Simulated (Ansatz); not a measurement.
# I (Fmmm) in Ansatz: notebook, part 3 of 3

Ansatz 0.2.0. Earlier steps stand in the parts before.

## Step 5: Relaxation of cell and atoms, PBEsol, target pressure 10 GPa, at which the enthalpy is minimised

The input, input.yaml:

```yaml
crystal:
  lattice:
    - [0.0, 2.3656004428, 3.9098401324]
    - [2.1922454667, 0.0, 3.9098401324]
    - [2.1922454667, 2.3656004428, 0.0]
  atoms:
    - { symbol: I, position: [0.0, 0.0, 0.0] }
hamiltonian:
  xc: pbesol
  pseudopotentials: { kind: paw }
kpoints:
  mp_grid: { grid: [9, 9, 9] }
scf:
  occupations: { method: fermi_dirac, width: 0.05 }
output:
  forces: true
  stress: true
  eigenvalues: true
relax:
  f_tol: 0.01
  max_steps: 40
  cell: { stress_tol: 0.05, p_target: 10.0 }
```

Potentials or basis: Ansatz PAW.

On the command line:

```
ansatz run input.yaml --threads 2 --pin off --max-ram 5632MiB --backend cpu --events-out ev --progress --plain --runs-dir out
```

Log:

```text
Warning: RAYON_NUM_THREADS=2 ignored (pool sized by the plan → 2); use --threads N
Engine: ansatz 0.2.0, x86_64-unknown-linux-gnu
Pseudopotentials: kind: paw
Pseudopotential: I, paw, valence charge 17, recommended cutoff 420 eV (normal), I.paw.azcp
Functional definition: PBEsol
  exchange = pbesol_x
  correlation = pbesol_c
Crystal: 1 atoms, lattice volume = 40.553 Å³
Basis set: ecut = 420 eV, 797 PW (Γ), exchange–correlation on 64×60×48 points (8 copies of the dense FFT grid, shifted against one another)
Bands: 13, of which v1, the nominal top of the filled ones, is band 9 counted from 1 (8 counted from 0)
Symmetry: 8 space group operations
Space group: Fmmm (ITA 69), of the structure as read, at distance tolerance 3.4e-5 Å
k-points: 125 of 729
Non-local potential: I, projectors of the file, l = 0: 2, l = 1: 2, l = 2: 2, l = 3: 2
[... 139 lines left out ...]
  E_smearing   = -0.003319  (= −TS)
  E_closure    = 0.000000  (closes the sum)
  Σ components = -7432.003331   (vs F -7432.003331, Δ=0.00e0)
--- Forces (eV/Å), atoms counted from 1 ---
  atom   1  I      0.00000000     0.00000000    -0.00000000
  max |Σ_I F_I| component: 5.55e-32 eV/Å
--- Stress (GPa, compression-positive) ---
        9.971287      -0.000000      -0.000000
       -0.000000       9.965706      -0.000000
       -0.000000      -0.000000       9.965206
  P = ⅓ Tr σ = 9.9674 GPa (99.674 kbar)
--- Band table (eV; the first three rows and the last of 125) ---
  k-point 0: bands = ["-34.3293", "-34.2771", "-34.0895", "-34.0894", "-34.0449", "-4.2974", "11.0399", "13.0499", "13.0522", "17.9048", "19.3491", "21.1885", "23.0290"]
  k-point 1: bands = ["-34.3247", "-34.2786", "-34.0908", "-34.0891", "-34.0430", "-4.0940", "10.6895", "11.6531", "13.1245", "18.3480", "19.9111", "20.5963", "22.1626"]
  k-point 2: bands = ["-34.3132", "-34.2824", "-34.0943", "-34.0881", "-34.0380", "-3.5084", "8.7204", "10.4394", "13.3263", "17.6766", "20.1940", "20.9399", "24.1212"]
  k-point 124: bands = ["-34.3257", "-34.2779", "-34.0869", "-34.0851", "-34.0418", "-2.7090", "5.0924", "10.2875", "11.9502", "17.7251", "19.4374", "26.6096", "29.0792"]
--- Relaxed structure (9 steps of the walk, 9 accepted, 1 SCFs on fresh bases) ---
  F+E_penalty+E_count = -7432.00333115 eV   max|allowed force component| = 0.000e0 eV/Å   (the final SCF, on the basis selected at the relaxed cell)
  cell:  # Å, volume = 27.9361 Å³
    - [-1.2376983243101164e-32, 2.1524013014886574, 3.0167155209076]
    - [2.1511900608293297, -6.913902584180299e-17, 3.0167155209076]
    - [2.1511900608293297, 2.1524013014886574, -4.1831712962067756e-17]
  atoms:
    - { symbol: I, position: [0.0, 0.0, 0.0] }
```

Wall time 6.9 s (2 threads of AMD EPYC 9R45 (Zen 5), shared host); peak memory 0.44 GiB.

Results:

```yaml
Free_energy: -7432.0033 eV
Relaxed_volume: 27.94 Å³/atom
Relaxed_cell: a = 3.706 Å, b = 3.705 Å, c = 3.043 Å, α = 65.77°, β = 65.74°, γ = 48.49°
Space_group_after_relaxing_to_0.05_Å: I4/mmm (No. 139)
Energy_change_on_relaxing_the_enthalpy_is_what_falls: +187.7 meV/atom
Ionic_steps: 10
Pressure_after_relaxing: 10.0 GPa
Band_gap_on_the_k_mesh: none (metal or under the smearing width)
```

The path:
```tsv
step	energy change (eV)	largest force (eV/Å)	volume (Å³)
1	0.0000	0.0000	40.55
2	0.0106	0.0000	35.45
3	0.0637	0.0000	32.41
4	0.0840	0.0000	30.69
5	0.1520	0.0000	28.74
6	0.1927	0.0000	27.86
7	0.1930	0.0000	27.84
8	0.1835	0.0000	27.99
9	0.1865	0.0000	27.94
10	0.1877	0.0000	27.94
```

Final structure:
```xyz
1
Lattice="0.0000 2.1524 3.0167 2.1512 0.0000 3.0167 2.1512 2.1524 0.0000" Properties=species:S:1:pos:R:3 pbc="T T T"
I     0.0000    0.0000    0.0000
```

Levels at points of the mesh, in eV from the Fermi level:
```csv
k point,band 5,band 6,band 7,band 8,band 9,band 10,band 11,band 12,band 13
"(0.00, 0.00, 0.00)",-45.56,-15.82,-0.48,1.53,1.53,6.39,7.83,9.67,11.51
```

Caveat: the volume moved by over 15 % at a fixed basis, so the end points are rough; the plane-wave basis is chosen anew once the cell has moved, so the energies of steps on either side of that aren't comparable; an odd number of electrons without spin polarisation forces a metal; a magnetic or distorted state may lie lower; the PAW data sets come from PBE, with cores solved anew for the run's functional, which leaves a small shift of forces and pressure.

## Step 6: Relaxation of cell and atoms, PBEsol, target pressure 20 GPa, at which the enthalpy is minimised

Edit input.yaml of step 5 so:

```diff
@@ -21,2 +21,2 @@
   max_steps: 40
-  cell: { stress_tol: 0.05, p_target: 10.0 }
+  cell: { stress_tol: 0.05, p_target: 20.0 }
```

Potentials or basis: Ansatz PAW.

On the command line:

```
ansatz run input.yaml --threads 2 --pin off --max-ram 5632MiB --backend cpu --events-out ev --progress --plain --runs-dir out
```

Run time: 8.5 s. Hardware: 2 threads of AMD EPYC 9R45 (Zen 5), shared host; peak memory 0.45 GiB.

Results (log left out):

```
Free energy                                            : -7431.7174 eV
Relaxed volume                                         : 24.79 Å³/atom
Relaxed cell                                           : a = 3.496 Å, b = 3.496 Å, c = 2.981 Å, α = 64.76°, β = 64.76°, γ = 50.48°
Space group after relaxing (to 0.05 Å)                 : I4/mmm (No. 139)
Energy change on relaxing (the enthalpy is what falls) : +473.6 meV/atom
Ionic steps                                            : 13
Pressure after relaxing                                : 20.0 GPa
Band gap on the k mesh                                 : none (metal or under the smearing width)
```

The path:
```tsv
step	energy change (eV)	largest force (eV/Å)	volume (Å³)
1	0.0000	0.0000	40.55
2	0.0169	0.0000	35.22
3	0.1188	0.0000	31.54
4	0.2097	0.0000	29.11
5	0.2888	0.0000	27.26
6	0.3967	0.0000	25.64
7	0.4287	0.0000	25.19
8	0.4976	0.0000	24.59
9	0.4669	0.0000	24.83
10	0.4708	0.0000	24.80
11	0.4721	0.0000	24.80
12	0.4736	0.0000	24.79
13	0.4736	0.0000	24.79
```

Final structure:
```yaml
crystal:
  lattice:
    - [0.00000, 2.10833, 2.78848]
    - [2.10805, 0.00000, 2.78848]
    - [2.10805, 2.10833, 0.00000]
  atoms:
    - { symbol: I, position: [0.00000, 0.00000, 0.00000] }
```

Levels at points of the mesh, in eV from the Fermi level:
```
           k point  band 7  band 8  band 9  band 10  band 11  band 12
(0.00, 0.00, 0.00)    0.41    1.97    1.97     7.76     8.12    10.54
```

Caveat: the volume moved by over 15 % at a fixed basis, so the end points are rough; the plane-wave basis is chosen anew once the cell has moved, so the energies of steps on either side of that aren't comparable; an odd number of electrons without spin polarisation forces a metal; a magnetic or distorted state may lie lower; the PAW data sets come from PBE, with cores solved anew for the run's functional, which leaves a small shift of forces and pressure.

## Step 7: Relaxation of cell and atoms, PBEsol, target pressure 30 GPa, at which the enthalpy is minimised

Edit input.yaml of step 6 so:

```diff
@@ -21,2 +21,2 @@
   max_steps: 40
-  cell: { stress_tol: 0.05, p_target: 20.0 }
+  cell: { stress_tol: 0.05, p_target: 30.0 }
```

On the command line:

```
ansatz run input.yaml --threads 2 --pin off --max-ram 5632MiB --backend cpu --events-out ev --progress --plain --runs-dir out
```

It took 11 s on 2 threads of AMD EPYC 9R45 (Zen 5), shared host; peak memory 0.45 GiB.

It converged, with:

* Free energy: -7431.3754 eV
* Relaxed volume: 22.53 Å³/atom
* Relaxed cell: a = 3.297 Å, b = 3.297 Å, c = 2.981 Å, α = 63.12°, β = 63.12°, γ = 53.76°
* Space group after relaxing (to 0.05 Å): I4/mmm (No. 139)
* Energy change on relaxing (the enthalpy is what falls): +815.6 meV/atom
* Ionic steps: 17
* Pressure after relaxing: 30.0 GPa
* Band gap on the k mesh: none (metal or under the smearing width)

Step by step:
| step | energy change (eV) | largest force (eV/Å) | volume (Å³) |
| --- | --- | --- | --- |
| 1 | 0.0000 | 0.0000 | 40.55 |
| 2 | 0.0197 | 0.0000 | 35.13 |
| 3 | 0.1559 | 0.0000 | 31.08 |
| 4 | 0.3047 | 0.0000 | 28.30 |
| 5 | 0.4276 | 0.0000 | 26.27 |
| 6 | 0.5314 | 0.0000 | 24.69 |
| 7 | 0.7999 | 0.0000 | 22.91 |
| 8 | 0.7600 | 0.0000 | 22.98 |
| 9 | 0.7903 | 0.0000 | 22.72 |
| 10 | 0.8505 | 0.0000 | 22.37 |
| 11 | 0.8032 | 0.0000 | 22.59 |
| 12 | 0.8063 | 0.0000 | 22.58 |
| 13 | 0.8225 | 0.0000 | 22.49 |
| 14 | 0.8130 | 0.0000 | 22.54 |
| 15 | 0.8143 | 0.0000 | 22.54 |
| 16 | 0.8156 | 0.0000 | 22.53 |
| 17 | 0.8156 | 0.0000 | 22.53 |

Final structure:
```xyz
1
Lattice="0.0000 2.1081 2.5350 2.1082 0.0000 2.5350 2.1082 2.1081 0.0000" Properties=species:S:1:pos:R:3 pbc="T T T"
I     0.0000    0.0000    0.0000
```

Levels at points of the mesh, in eV from the Fermi level:
| k point | band 7 | band 8 | band 9 | band 10 | band 11 | band 12 |
| --- | --- | --- | --- | --- | --- | --- |
| (0.00, 0.00, 0.00) | 1.55 | 2.20 | 2.20 | 8.48 | 10.01 | 10.31 |

Caveat: the volume moved by over 15 % at a fixed basis, so the end points are rough; the plane-wave basis is chosen anew once the cell has moved, so the energies of steps on either side of that aren't comparable; an odd number of electrons without spin polarisation forces a metal; a magnetic or distorted state may lie lower; the PAW data sets come from PBE, with cores solved anew for the run's functional, which leaves a small shift of forces and pressure. The run has no spin-orbit coupling, so splittings on I are missing.

## Step 8: The runs side by side

| cell | target pressure (GPa) | gap on the mesh (eV) | pressure (GPa) |
| --- | --- | --- | --- |
| relaxed | 0 | none | 0.0 |
| relaxed to 2 GPa | 2 | none | 2.0 |
| relaxed to 5 GPa | 5 | none | 5.0 |
| relaxed to 10 GPa | 10 | none | 10.0 |
| relaxed to 20 GPa | 20 | none | 20.0 |
| relaxed to 30 GPa | 30 | none | 30.0 |

Alike in all rows: task relaxation of cell and atoms; level PBEsol; potentials or basis Ansatz PAW; no spin polarisation; k mesh 9 × 9 × 9; cutoff (eV) 420; smearing fermi-dirac 0.05 eV.

Caveats: the plane-wave basis is chosen anew once the cell has moved, so the energies of steps on either side of that aren't comparable; an odd number of electrons without spin polarisation forces a metal; a magnetic or distorted state may lie lower; the PAW data sets come from PBE, with cores solved anew for the run's functional, which leaves a small shift of forces and pressure; the volume moved by over 15 % at a fixed basis, so the end points are rough (some runs).

Total energies depend on the potentials used, so only differences within one code and one set of settings carry meaning.
